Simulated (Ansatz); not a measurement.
TiB2 in Ansatz: the effect of target pressure

The system is TiB2.

```
Ti B
1.0
     3.02920    0.00000    0.00000
    -1.51460    2.62336    0.00000
     0.00000    0.00000    3.22840
Ti B
1 2
Direct
  0.00000 0.00000 0.00000
  0.66667 0.33333 0.50000
  0.33333 0.66667 0.50000
```

Alike in all runs:

| Property | Result |
| --- | --- |
| Program | Ansatz 0.2.0 |
| Task | relaxation of cell and atoms |
| Functional | PBEsol |
| Potentials or basis | Ansatz PAW |
| Cutoff | 420 eV (not typed: the program's choice for these potentials) |
| k mesh | 10 × 10 × 8 |
| Occupations | fermi-dirac, width 0.05 eV |
| Spin | no spin polarisation |

Each run relaxes the cell or the atoms first.

| target pressure | relaxed volume (Å³/atom) |
| --- | --- |
| 0 GPa | 8.38 |
| 2 GPa | 8.31 |
| 5 GPa | 8.22 |
| 10 GPa | 8.08 |
| 20 GPa | 7.84 |
| 30 GPa | ? |

Problem. What does the run with target pressure 30 GPa give?

Solution. Relaxed volume 7.62 Å³/atom.

Worked out: In Murnaghan's law V^(-B') rises as a straight line in P. The other rows fit best with B' = 5.5, V0 = 8.38 Å³/atom and B0 = 250 GPa, which gives 7.64 Å³/atom at 30 GPa, against the run's 7.62.

Caveats: the plane-wave basis is chosen anew once the cell has moved, so the energies of steps on either side of that aren't comparable; the PAW data sets come from PBE, with cores solved anew for the run's functional, which leaves a small shift of forces and pressure.
